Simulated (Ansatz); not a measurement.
# Ti3Al: a fit and a missing row

Ti3Al, P6_3/mmc, a = 5.688 Å, c = 4.608 Å. The structure is a COD entry; whether it is the stable form wasn't checked. Ansatz: PBEsol, PAW, 420 eV, Γ-centred 6×6×8 mesh on 8 atoms, Gaussian smearing 0.10 eV; no spin polarisation. Shape and atoms are relaxed at each volume; pressure is positive in compression.

```
V (Å³/atom) P (GPa)
     14.200    19.65
     14.684    13.64
     15.169     8.43
     15.653     3.92
     16.137     0.00
     16.621        ?
     17.105    -6.37
     17.750    -9.72
```

Question: Take V0 = 16.137 Å³/atom, fit the third-order Birch–Murnaghan form to the other rows, and predict the missing pressure.

Answer: With the Eulerian strain f = ½[(V0/V)^(2/3) − 1] and y = P/[3f(1 + 2f)^(5/2)], the form is the line y = B0 + 1.5 B0 (B0′ − 4) f. Rows (f, y): 0.04449, 119.0; 0.03246, 119.7; 0.02105, 120.4; 0.01025, 121.2; -0.01905, 122.8; -0.03077, 123.4. Means f = 0.009738, y = 121.08; Σ(Δf)² = 0.004322, ΣΔfΔy = -0.2548; the slope is their ratio. y = 121.7 − 58.95 f GPa, so B0 = 121.7 GPa and B0′ = 4 + 2 × (-58.95)/(3 × 121.7) = 3.68. At V = 16.621, f = -0.00975, y = 122.27 and P = -3.40 GPa. The run gave -3.41 GPa, so the fit is 0.01 GPa too high, within twice the rms miss on the fitted rows (0.009 GPa).

Ti3Al resists compression more strongly than expansion: equal volume steps either side of V0 give 3.92 GPa and -3.41 GPa. Squeezing the cell raises the kinetic energy of the electrons and the overlap repulsion steeply, while stretching it gradually weakens the metallic Ti-Ti and Ti-Al bonding. The stiffening is somewhat slower than a second-order Birch–Murnaghan curve would give, since y falls steadily with compression in every fitted row and B0′ comes out at 3.68. A probable contribution is the partly filled Ti d band: in early transition metals, pressure moves sp electrons into bonding d states, which offsets part of the repulsion.

The close prediction shows that the equation of state is smooth around the missing volume, but as an interpolation between fitted rows it says little about how the form would hold at much higher pressure. Nor does a bulk modulus of 121.7 GPa settle the resistance to shear, which matters more for the alloy's limited ductility.
